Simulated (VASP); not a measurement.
A run of VASP 6.6.1 is set up as follows.

Contents of POSCAR:

```
Tb
6.1726
    0.408250184720      0.408250184720      0.816500369439
    0.408250184720     -0.408250184720      0.000000000000
    0.408250184720      0.408250184720      0.000000000000
Tb
2
Direct
    0.0000000000      0.0000000000      0.0000000000
    0.5000000000      0.5000000000      0.0000000000
```

File INCAR.step1:

```
SYSTEM = Tb
ALGO     = Normal         ! electronic algorithm
EDIFF    = 1E-6           ! SCF threshold, eV
ENCUT    = 520            ! plane-wave cutoff, eV
GGA      = RP             ! functional
ISIF     = 2              ! what is computed and relaxed
ISMEAR   = 1              ! smearing method
LASPH    = .TRUE.         ! aspherical terms in the spheres
LCHARG   = .TRUE.         ! write CHGCAR
LDAU     = .TRUE.         ! DFT+U
LDAUJ    = 0            
LDAUL    = 3              ! shell
LDAUPRINT= 1            
LDAUTYPE = 2            
LDAUU    = 6              ! U, eV
LMAXMIX  = 6              ! l up to which the mixer works
LNONCOLLINEAR= .TRUE.         ! non-collinear magnetism
LREAL    = .FALSE.        ! projectors in reciprocal space
LWAVE    = .FALSE.        ! write WAVECAR
MAGMOM   = 0 0 6 0 0 -6   ! initial moments
NELM     = 150            ! most SCF steps
PREC     = Accurate       ! precision mode
SIGMA    = 0.1            ! smearing width, eV
```

The input KPOINTS.step1:

```
k-points
0
G
  9 9 9
  0 0 0
```

The input INCAR.step2:

```
SYSTEM = Tb
ALGO     = Normal         ! electronic algorithm
EDIFF    = 1E-6           ! SCF threshold, eV
ENCUT    = 520            ! plane-wave cutoff, eV
GGA      = RP             ! functional
ICHARG   = 11             ! starting density
ISIF     = 2              ! what is computed and relaxed
ISMEAR   = -5             ! smearing method
LASPH    = .TRUE.         ! aspherical terms in the spheres
LCHARG   = .FALSE.        ! write CHGCAR
LDAU     = .TRUE.         ! DFT+U
LDAUJ    = 0            
LDAUL    = 3              ! shell
LDAUPRINT= 1            
LDAUTYPE = 2            
LDAUU    = 6              ! U, eV
LMAXMIX  = 6              ! l up to which the mixer works
LNONCOLLINEAR= .TRUE.         ! non-collinear magnetism
LORBIT   = 11             ! projections on sites
LREAL    = .FALSE.        ! projectors in reciprocal space
LWAVE    = .FALSE.        ! write WAVECAR
MAGMOM   = 0 0 6 0 0 -6   ! initial moments
NEDOS    = 1001           ! points of the DOS
NELM     = 150            ! most SCF steps
PREC     = Accurate       ! precision mode
SIGMA    = 0.1            ! smearing width, eV
```

The input KPOINTS.step2:

```
k-points
0
G
  14 14 14
  0 0 0
```

Potentials or basis: VASP PAW PBE potentials, release 64 (Tb_3), 4f in core.

Launch:

```console
$ cat potpaw_PBE.64/Tb_3/POTCAR > POTCAR
$ cp INCAR.step1 INCAR
$ cp KPOINTS.step1 KPOINTS
$ mpirun -np 1 vasp_ncl > vasp.out
$ cp INCAR.step2 INCAR
$ cp KPOINTS.step2 KPOINTS
$ mpirun -np 1 vasp_ncl > vasp.out
```

(1) Estimate the net moment.

Results:

(1) 0.00 μB per cell.

Caveat: the magnetic or orbital state may not be the lowest; U is put on an f shell that these potentials keep in the core, so it has next to no effect.
